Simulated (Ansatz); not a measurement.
ZrSe₂ (CdI2 type): a single-point calculation in the plane-wave code Ansatz (r2SCAN). The cell was relaxed with r2SCAN+rVV10 and then strained (uniaxial +1.5 % along z, other directions held), with the atoms relaxed again with r2SCAN+rVV10; k points keep the names of the unstrained zone.

input.yaml:
```yaml
crystal:
  lattice:
    - [3.7881123217, 0.0, 0.0]
    - [-1.8940561609, 3.280601503, 0.0]
    - [0.0, 0.0, 6.2727636358]
  atoms:
    - { symbol: Zr, position: [0.0, 0.0, 0.0] }
    - { symbol: Se, position: [0.3333333333, 0.6666666667, 0.2505194065] }
    - { symbol: Se, position: [0.6666666667, 0.3333333333, 0.7494805935] }
kpoints:
  mp_grid: { grid: [12, 12, 4] }
  band_path:
    path:
      - [0.0, 0.0, 0.0]
      - [0.5, 0.0, 0.0]
      - [0.3333333333, 0.3333333333, 0.0]
      - [0.0, 0.0, 0.5]
      - [0.5, 0.0, 0.5]
      - [0.3333333333, 0.3333333333, 0.5]
      - [0.0, 0.5, 0.5]
    npoints: 1
hamiltonian:
  xc: r2scan
scf:
  occupations: { method: fixed }
  n_extra_bands: 4
output:
  forces: true
  stress: true
  eigenvalues: true
  write_density: true
  write_potential: true
  elf: true
  volumetric_format: npy
```

Run as `ansatz run input.yaml --threads 4 --pin off --max-ram 4608MiB --backend cpu --events-out ev --progress --plain --runs-dir out`. It took 4.8 s on 4 threads of Arm Neoverse V2 (shared host), load about 0.3 per core; peak host memory 0.67 GiB.

Problem. Predict the output.

Solution. What the program printed (shortened):
```
Functional definition: r2SCAN
  parameter k0 = 0.174
  parameter k1 = 0.065
  parameter a1 = 4.9479
  exchange = r2scan_x(k0 = k0, k1 = k1, a1 = a1)
  correlation = r2scan_c
Crystal: 3 atoms, lattice volume = 77.953 Å³
Basis set: ecut = 500 eV, 1967 PW (Γ)
Bands: 26, of which v1, the nominal top of the filled ones, is band 22 counted from 1 (21 counted from 0)
Symmetry: 12 space group operations
Space group: P-3m1 (ITA 164)
k-points: 69 of 576
SCF 1 converged in 7 iterations: F = -15156.014676 eV  dr2 = 6.18e-8
NSCF: frozen V_eff on 7 k-points
Free energy (F): -15156.014676 eV
Fermi energy:    8.312605 eV
--- Forces (eV/Å), atoms counted from 1 ---
  atom   1  Zr      0.00000      0.00000      0.00000
  atom   2  Se      0.00000      0.00000    -0.03465
  atom   3  Se      0.00000      0.00000      0.03465
--- Stress (GPa, compression-positive) ---
        0.792859       0.000000       0.000000
        0.000000       0.792859       0.000000
        0.000000       0.000000       0.422397
  P = ⅓ Tr σ = 0.6694 GPa (6.694 kbar)
```
Only the leading digits can be foreseen; the rest is this run's record.

Levels at the listed points, from bands.tsv (eV from the Fermi energy, bands near the gap, counted from 0):
```tsv
# k_distance	band_17	band_18	band_19	band_20	band_21	band_22	band_23	band_24	band_25
# fermi_ev = 8.312605
# [0, 0, 0] at k_distance = 0.000000
# [0.5, 0, 0] at k_distance = 0.957627
# [0.3333333333, 0.3333333333, 0] at k_distance = 1.510513
# [0, 0, 0.5] at k_distance = 2.724418
# [0.5, 0, 0.5] at k_distance = 3.682045
# [0.3333333333, 0.3333333333, 0.5] at k_distance = 4.234931
# [0, 0.5, 0.5] at k_distance = 4.787817
# levels_relative_to = fermi_ev
0.000	-2.699	-2.699	-0.035	0.000	0.000	1.411	1.411	1.906	4.614
0.958	-2.980	-2.667	-2.518	-2.126	-1.317	0.868	2.937	3.337	5.234
1.511	-3.559	-3.559	-2.315	-2.315	-1.784	2.151	2.961	2.961	4.417
2.724	-2.654	-2.654	-2.039	-0.155	-0.155	1.387	1.387	2.353	4.973
3.682	-3.606	-2.681	-2.572	-1.024	-1.014	0.672	2.929	3.315	4.793
4.235	-3.698	-3.348	-2.359	-2.059	-2.059	2.207	2.577	2.577	5.179
4.788	-3.606	-2.681	-2.572	-1.024	-1.014	0.672	2.929	3.315	4.793
```
In order the rows are Γ, M, K, A, L, H, L.

Planar averages along the third cell vector, from rho_z.tsv and v_z.tsv (valence density with its augmentation; electrostatic potential energy of an electron, of which only differences have a meaning):
```csv
z (Å),ρ (e/Å³),v_es (eV)
0.00,0.701,-4.45
0.26,0.669,-2.98
0.39,0.607,-1.37
0.65,0.434,2.00
0.78,0.380,2.99
1.05,0.472,4.12
1.18,0.683,4.68
1.44,1.425,5.65
1.57,1.602,6.05
1.83,1.015,6.80
1.96,0.634,7.25
2.22,0.252,8.78
2.35,0.177,10.04
2.61,0.093,12.38
2.74,0.068,12.96
3.01,0.042,13.51
3.14,0.039,13.57
3.40,0.051,13.31
3.53,0.068,12.96
3.79,0.129,11.38
3.92,0.177,10.04
4.18,0.388,7.86
4.31,0.634,7.25
4.57,1.420,6.42
4.70,1.602,6.05
4.97,1.037,5.20
5.10,0.683,4.68
5.36,0.384,3.59
5.49,0.380,2.99
5.75,0.519,0.45
5.88,0.607,-1.37
6.14,0.696,-4.07
```

With r2SCAN the valence top lies at Γ and the conduction bottom at L, 0.67 eV higher; the smallest vertical gap, at Γ, is 1.41 eV. With the atoms held, the mean pressure is +0.67 GPa (compression positive). The largest force is 0.03 eV/Å.

No spin polarisation and no zero-point or thermal motion.

Spin-orbit coupling is left out.
